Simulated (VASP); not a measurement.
# I (I4/mmm) in VASP: settings compared

One crystal, I, is run at these levels: PBE, PBE0+D3(BJ); tasks: single point, atomic charges.

Everything below comes from runs of VASP 6.6.1. Logs are shortened: lines on timing, memory, paths and dates and some standing lists are left out, and cuts for length are marked.

### 1 Starting point

It takes space group I4/mmm (No. 139, tetragonal). Conventional cell: a = 3.235 Å, b = 3.235 Å, c = 8.530 Å, α = 90.00°, β = 90.00°, γ = 90.00°. I (site symmetry 4/mmm) has 4 I at 3.23 Å as nearest neighbours.

### 2 Single point, PBE

Input file INCAR:

```
PREC = Accurate
ENCUT = 450
EDIFF = 1E-6
ISMEAR = 0
SIGMA = 0.02
LREAL = False
LASPH = True
NELM = 100
ALGO = Fast
ISIF = 2
LWAVE = False
LCHARG = False
GGA = PE
NBANDS = 10
```

Input file KPOINTS:

```
Automatic mesh
0
Gamma
  7 7 7
```

Input file POSCAR:

```
I
1.0
   -1.6174560000      1.6174560000      4.2648080000
    1.6174560000     -1.6174560000      4.2648080000
    1.6174560000      1.6174560000     -4.2648080000
I
1
Direct
    0.0000000000      0.0000000000      0.0000000000
```

Potentials or basis: VASP PAW PBE potentials, release 64 (I_GW).

Launch:

```console
> cat potpaw_PBE.64/I_GW/POTCAR > POTCAR
> mpirun -np 1 vasp_std > vasp.out
```

OUTCAR:

```text
PREC = Accurate
   ENCUT = 450
   EDIFF = 1E-6
   ISMEAR = 0
   LREAL = False
   LASPH = True
   NELM = 100
   ISIF = 2
   GGA = PE

 ion  position               nearest neighbor table
   1  0.000  0.000  0.000-

  LATTYP: Found a body centered tetragonal cell.
 ALAT       =     3.2349120000
 C/A-ratio  =     2.6367381864

  Lattice vectors:

 A1 = (  -1.6174560000,   1.6174560000,   4.2648080000)
 A2 = (   1.6174560000,  -1.6174560000,   4.2648080000)
 A3 = (   1.6174560000,   1.6174560000,  -4.2648080000)

Analysis of symmetry for initial positions (statically):
=====================================================================
 Subroutine PRICEL returns:
 Original cell was already a primitive cell.

 Routine SETGRP: Setting up the symmetry group for a
 body centered tetragonal supercell.

 Subroutine GETGRP returns: Found 16 space group operations
 (whereof 16 operations were pure point group operations)
 out of a pool of 16 trial point group operations.

The static configuration has the point symmetry D_4h.

Analysis of symmetry for dynamics (positions and initial velocities):
=====================================================================
 Subroutine PRICEL returns:
 Original cell was already a primitive cell.

 Routine SETGRP: Setting up the symmetry group for a
 body centered tetragonal supercell.

 Subroutine GETGRP returns: Found 16 space group operations
 (whereof 16 operations were pure point group operations)
 out of a pool of 16 trial point group operations.

The dynamic configuration has the point symmetry D_4h.

 Subroutine INISYM returns: Found 16 space group operations
 (whereof 16 operations are pure point group operations),
 and found     1 'primitive' translations

----------------------------------------------------------------------------------------

                                     Primitive cell

  volume of cell :      44.6297

  direct lattice vectors                    reciprocal lattice vectors
    -1.617456000  1.617456000  4.264808000     0.000000000  0.309127420  0.117238572
     1.617456000 -1.617456000  4.264808000     0.309127420  0.000000000  0.117238572
     1.617456000  1.617456000 -4.264808000     0.309127420  0.309127420  0.000000000

  length of vectors
     4.839515999  4.839515999  4.839515999     0.330612529  0.330612529  0.437172190

  position of ions in fractional coordinates (direct lattice)
     0.000000000  0.000000000  0.000000000

  ion indices of the primitive-cell ions
   primitive index   ion index
                 1           1

----------------------------------------------------------------------------------------

 KPOINTS: Automatic mesh

Automatic generation of k-mesh.
 Grid dimensions read from file:
 generate k-points for:    7    7    7

 Generating k-lattice:

  Cartesian coordinates                     Fractional coordinates (reciprocal lattice)
     0.000000000  0.044161060  0.016748367     0.142857143 -0.000000000  0.000000000
     0.044161060  0.000000000  0.016748367    -0.000000000  0.142857143  0.000000000
     0.044161060  0.044161060  0.000000000     0.000000000  0.000000000  0.142857143

  Length of vectors
     0.047230361  0.047230361  0.062453170

  Shift w.r.t. Gamma in fractional coordinates (k-lattice)
     0.000000000  0.000000000  0.000000000

 Subroutine IBZKPT returns following result:
 ===========================================

 Found     40 irreducible k-points:

 Following reciprocal coordinates:
            Coordinates               Weight
  0.000000  0.000000  0.000000      1.000000
  0.142857 -0.000000  0.000000      8.000000
  0.285714 -0.000000  0.000000      8.000000
  0.428571 -0.000000  0.000000      8.000000
  0.142857  0.142857  0.000000      8.000000
  0.285714  0.142857  0.000000     16.000000
[... 16 lines left out ...]
 -0.142857  0.285714  0.142857      8.000000
 -0.428571  0.428571  0.142857      8.000000
 [... further k-points ...]
   k-points           NKPTS =     40   k-points in BZ     NKDIM =     40   number of bands    NBANDS=     10
   number of dos      NEDOS =    301   number of ions     NIONS =      1
   total plane-waves  NPLWV =  46656
   dimension x,y,z NGX =    36 NGY =   36 NGZ =   36
   dimension x,y,z NGXF=    72 NGYF=   72 NGZF=   72
   ions per type =               1
   NGX,Y,Z   is equivalent  to a cutoff of  12.37, 12.37, 12.37 a.u.
   NGXF,Y,Z  is equivalent  to a cutoff of  24.73, 24.73, 24.73 a.u.
 SYSTEM =  unknown system
   PREC   = accura    normal or accurate (medium, high low for compatibility)
   ISTART =      0    job   : 0-new  1-cont  2-samecut
   ICHARG =      2    charge: 1-file 2-atom 10-const
   ISPIN  =      1    spin polarized calculation?
   LNONCOLLINEAR =      F non collinear calculations
   LSORBIT =      F    spin-orbit coupling
   LASPH  =      T    aspherical Exc in radial PAW
   ENCUT  =  450.0 eV  33.07 Ry    5.75 a.u.   8.37  8.37  8.37*2*pi/ulx,y,z
   NELM   =    100;   NELMIN=  2; NELMDL= -5     # of ELM steps
   EDIFF  = 0.1E-05   stopping-criterion for ELM
   LREAL  =      F    real-space projection
   EDIFFG = 0.1E-04   stopping-criterion for IOM
   NSW    =      0    number of steps for IOM
   IBRION =     -1    ionic relax: 0-MD 1-quasi-New 2-CG
   NFREE  =      0    steps in history (QN), initial steepest desc. (CG)
   ISIF   =      2    stress and relaxation
   ISYM   =      2    0-nonsym 1-usesym 2-fastsym
   POTIM  = 0.5000    time-step for ionic-motion
   TEBEG  =    0.0;   TEEND  =   0.0 temperature during run
   PSTRESS=    0.0 pullay stress
   NELECT =       7.0000    total number of electrons
   NUPDOWN=      -1.0000    fix difference up-down
   EMIN   =  10.00;   EMAX   =-10.00  energy-range for DOS
   EFERMI =   0.00;   METHOD = LEGACY
   ISMEAR =     0;   SIGMA  =   0.02  broadening in eV -4-tet -1-fermi 0-gaus
   EFERMI_NEDOS =   21; number of points for ismear=-14 and -15
   IALGO  =     68    algorithm
   IMIX   =      4    mixing-type and parameters
     AMIX     =   0.40;   BMIX     =  1.00
     AMIX_MAG =   1.60;   BMIX_MAG =  1.00
  volume/ion in A,a.u.               =      44.63       301.18
  Fermi-wavevector in a.u.,A,eV,Ry     =   0.882875  1.668392 10.605317  0.779469
  Thomas-Fermi vector in A             =   2.003566
   LORBIT       =      0    0 simple, 1 ext, 2 COOP (PROOUT), +10 PAW based schemes
   GGA     = PE    functional components
   LHFCALC =     F    Hartree Fock is set to
   AEXX    =    0.0000 exact exchange contribution
   IVDW    =     0    specifies the selected vdW correction
   LEPSILON=     F    determine dielectric tensor
   LRPA    =     F    only Hartree local field effects (RPA)
 non-spin polarized calculation
 RMM-DIIS sequential band-by-band and
 Gauss-broadening in eV      SIGMA  =   0.02
  energy-cutoff  :      450.00
  volume of cell :       44.63
 maximum number of plane-waves:       987
 NGX is ok and might be reduce to    36
   NGX = 17   NGY = 17   NGZ = 17

 number of electron       6.9999999 magnetization

 Free energy of the ion-electron system (eV)
  ---------------------------------------------------
  ext. energy  EPLUGINS =         0.00000000
  ---------------------------------------------------
  free energy    TOTEN  =        -1.35466045 eV

  energy without entropy =       -1.35391768  energy(sigma->0) =       -1.35428907

 E-fermi :   2.4508     XC(G=0):  -7.7689

 val. band max:        2.4413956369   @ k =   0.2857   0.1429   0.0000
 cond. band min:       2.4649693794   @ k =  -0.2857   0.1429  -0.0000
 fundamental gap:      0.0235737425
 Fermi energy:         2.4508385333

 k-point     1 :       0.0000    0.0000    0.0000
  band No.  band energies     occupation
      1     -11.0983      2.00000
      2       0.3447      2.00000
      3       3.4742      0.00000
      4       3.4742      0.00000
      5       6.8668      0.00000
      6      10.0957      0.00000
      7      10.6622      0.00000
      8      15.1753      0.00000
      9      15.4005      0.00000
     10      15.4005      0.00000

 k-point     2 :       0.1429   -0.0000    0.0000
  band No.  band energies     occupation
      1     -10.8965      2.00000
      2       0.4188      2.00000
      3       1.8621      2.00000
      4       3.6249      0.00000
      5       7.3668      0.00000
      6      10.5509      0.00000
      7      12.1422      0.00000
      8      12.5573      0.00000
      9      15.7077      0.00000
     10      16.0204      0.00000

 k-point     3 :       0.2857   -0.0000    0.0000
  band No.  band energies     occupation
      1     -10.3697      2.00000
      2      -0.6055      2.00000
      3       0.6563      2.00000
      4       3.9954      0.00000
      5       8.2543      0.00000
      6      10.2549      0.00000
      7      11.1744      0.00000
      8      15.9089      0.00000
      9      16.0531      0.00000
     10      16.7303      0.00000

 k-point     4 :       0.4286   -0.0000    0.0000
  band No.  band energies     occupation
      1      -9.8338      2.00000
      2      -2.2198      2.00000
      3       0.8858      2.00000
      4       4.3334      0.00000
      5       7.7049      0.00000
      6      11.6089      0.00000
      7      11.9595      0.00000
      8      14.5946      0.00000
      9      14.7508      0.00000
     10      15.4049      0.00000
[... 222 lines left out ...]
 k-point    22 :      -0.2857    0.2857    0.1429
  band No.  band energies     occupation
      1      -9.6546      2.00000
      2      -2.0085      2.00000
      3       1.2022      2.00000
      4       2.8652      0.00000
      5       8.4870      0.00000
      6       9.5710      0.00000
      7      11.6551      0.00000
      8      14.1309      0.00000
      9      14.2155      0.00000
     10      18.3357      0.00000

 k-point    23 :      -0.1429    0.2857    0.1429
  band No.  band energies     occupation
      1      -9.8477      2.00000
      2      -2.1970      2.00000
      3       1.0124      2.00000
      4       4.3438      0.00000
      5       8.0459      0.00000
      6       9.8205      0.00000
      7      12.0334      0.00000
      8      14.7619      0.00000
      9      15.0682      0.00000
     10      17.2607      0.00000

 k-point    24 :      -0.4286    0.4286    0.1429
  band No.  band energies     occupation
      1      -9.1121      2.00000
      2      -1.5725      2.00000
      3       0.4753      2.00000
      4       1.2866      2.00000
      5       8.6306      0.00000
      6       9.1882      0.00000
      7      12.7248      0.00000
      8      12.7888      0.00000
      9      15.3938      0.00000
     10      16.0586      0.00000

 [... further k-points ...]

------------------------ aborting loop because EDIFF is reached ----------------------------------------

  FORCE on cell =-STRESS in cart. coord.  units (eV):
  Direction    XX          YY          ZZ          XY          YZ          ZX
  --------------------------------------------------------------------------------------
  -------------------------------------------------------------------------------------
  Total        0.0278329      0.0278329      0.0374706      0.0000000      0.0000000      0.0000000
  in kB        0.9991825      0.9991825      1.3451681      0.0000000      0.0000000      0.0000000
  external PRESSURE =       1.1145110 kB  Pullay stress =       0.0000000 kB

 VOLUME and BASIS-vectors are now :
 -----------------------------------------------------------------------------
  energy-cutoff  :      450.00
  volume of cell :       44.63
      direct lattice vectors                 reciprocal lattice vectors
    -1.617456000  1.617456000  4.264808000     0.000000000  0.309127420  0.117238572
     1.617456000 -1.617456000  4.264808000     0.309127420  0.000000000  0.117238572
     1.617456000  1.617456000 -4.264808000     0.309127420  0.309127420  0.000000000

 POSITION                                       TOTAL-FORCE (eV/Angst)
 -----------------------------------------------------------------------------------
      0.00000      0.00000      0.00000        -0.000000      0.000000     -0.000000
 -----------------------------------------------------------------------------------
    total drift:                               -0.000000      0.000000      0.000000

  FREE ENERGIE OF THE ION-ELECTRON SYSTEM (eV)
  ---------------------------------------------------
  free  energy   TOTEN  =        -1.3546604516 eV

  energy  without entropy=       -1.3539176787  energy(sigma->0) =       -1.35428907
```

Run time: 26 s. Hardware: 1 thread of Intel Xeon Platinum 8488C (Sapphire Rapids), shared host; peak memory 0.2 GiB.

Results:

| Quantity | Value |
| --- | --- |
| Free energy | -1.3547 eV |
| Pressure | 0.1 GPa |
| Band gap on the k mesh | none (metal or under the smearing width) |

Caveat: the k mesh is coarse (spacing up to 0.39 Å⁻¹), so the values aren't converged; an odd number of electrons without spin polarisation forces a metal; a magnetic or distorted state may lie lower. The run has no spin-orbit coupling, so splittings on I are missing.

(Continued in part 2 of 2.)
